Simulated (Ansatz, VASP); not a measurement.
One calculation of Pt, two programs

```
Pt
1.0
     0.00000    1.96000    1.96000
     1.96000    0.00000    1.96000
     1.96000    1.96000    0.00000
Pt
1
Direct
  0.00000 0.00000 0.00000
```

Alike in both runs: task relaxation of cell and atoms; functional PBEsol; k mesh 36 × 36 × 36; occupations gaussian, width 0.1 eV; no spin polarisation.

```csv
,VASP,Ansatz
version,VASP 6.6.1,Ansatz 0.2.0
potentials or method,"VASP PAW PBE potentials, release 64 (Pt)","scalar-relativistic, plane waves, PAW"
plane-wave cutoff (eV),600,420
valence electrons in the cell,10,18
```

```tsv
	VASP	Ansatz	Ansatz less VASP
gap on the k mesh at the Fermi level, each at its own relaxed structure (eV)	none	none	-
relaxed volume (Å³/atom)	15.02	15.04	+0.017
relaxed cell length with the largest relative difference (Å)	2.769	2.770	+0.0010
```

A gap of «none» marks a metal or a gap that the smearing closes. The two sets of potentials don't hold the same shells in valence.

Caveats: the PAW data sets were made with another functional, which shifts forces and pressure a little (VASP). Spin-orbit coupling is left out, which matters for the levels of Pt.
